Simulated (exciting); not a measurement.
# Sc: equation of state with PBEsol

Crystal: Sc.

```
Sc
1.0
     0.00000    2.26000    2.26000
     2.26000    0.00000    2.26000
     2.26000    2.26000    0.00000
Sc
1
Cartesian
  0.0000 0.0000 0.0000
```

This isn't the form of Sc at room conditions, which is hcp.

```json
{
  "Program": "exciting (release sodium)",
  "Task": "equation of state",
  "Functional": "PBEsol",
  "Potentials or basis": "all-electron LAPW+lo, shipped species files, valence relativity iora*",
  "rgkmax": "9",
  "k mesh": "10 × 10 × 10",
  "Occupations": "fermi-dirac, width 0.05 eV",
  "Spin": "no spin polarisation"
}
```

```json
{
  "Equilibrium volume": "23.62 Å³/atom",
  "Bulk modulus": "54 GPa",
  "Pressure derivative of the bulk modulus": "2.9"
}
```

Energy against volume, from the lowest point:
| volume (Å³/atom) | energy (meV/atom) |
| --- | --- |
| 21.701 | 29.58 |
| 22.163 | 16.62 |
| 22.625 | 7.53 |
| 23.086 | 2.13 |
| 23.548 | 0.00 |
| 24.010 | 1.03 |
| 24.472 | 4.92 |

Zero-point motion and thermal expansion aren't in these numbers.
